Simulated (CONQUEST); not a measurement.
Runs of CONQUEST 1.3 on AlN. It takes space group P6_3mc (No. 186, hexagonal). The conventional cell has a = 3.113 Å, b = 3.113 Å, c = 4.981 Å, α = 90.00°, β = 90.00°, γ = 120.00°. Around Al (site symmetry 3m) lie 4 N at 1.89 Å. N (site symmetry 3m) has 4 Al at 1.89 Å as nearest neighbours. 

```csv
potentials or basis,cell,gap on the mesh (eV),pressure (GPa),largest force (eV/Å)
"PseudoDojo NC PBE, DZ, grid cutoff 150 Ha","atoms moved at random, drawn with an rms of 0.05 Å",4.20,12.5,1.66
"PseudoDojo NC PBE, DZP, grid cutoff 150 Ha",as given,4.40,6.4,0.15
"PseudoDojo NC PBE, SZP, grid cutoff 150 Ha",as given,4.87,8.9,0.15
"PseudoDojo NC PBE, SZ, grid cutoff 150 Ha","atoms moved at random, drawn with an rms of 0.05 Å",4.00,22.4,1.64
"PseudoDojo NC PBE, SZ, grid cutoff 150 Ha",as given,3.99,21.8,(b)
"PseudoDojo NC PBE, SZP, grid cutoff 150 Ha","atoms moved at random, drawn with an rms of 0.05 Å",4.90,9.6,1.56
"PseudoDojo NC PBE, DZP, grid cutoff 150 Ha","atoms moved at random, drawn with an rms of 0.05 Å",4.43,7.1,1.45
"PseudoDojo NC PBE, DZ, grid cutoff 150 Ha",as given,(a),11.8,(c)
```

Alike in all rows: task single point; level PBE; no spin polarisation; k mesh 7 × 5 × 4; smearing fermi-dirac 0.05 eV.

Task: Estimate the missing entries.

Result: (a) 4.17; (b) 0.03; (c) 0.18.

Caveats: the basis of atomic orbitals isn't converged, which shifts pressures, moduli and gaps; the atomic basis is small (some runs); an odd mesh through Γ misses points on the zone boundary, where band edges often lie (some runs); the box holds several primitive cells, so bands are folded and the points are those of the box's own zone (some runs); so large a pressure means that the cell lies far from this level's equilibrium, or that cutoff or potentials fall short (some runs).
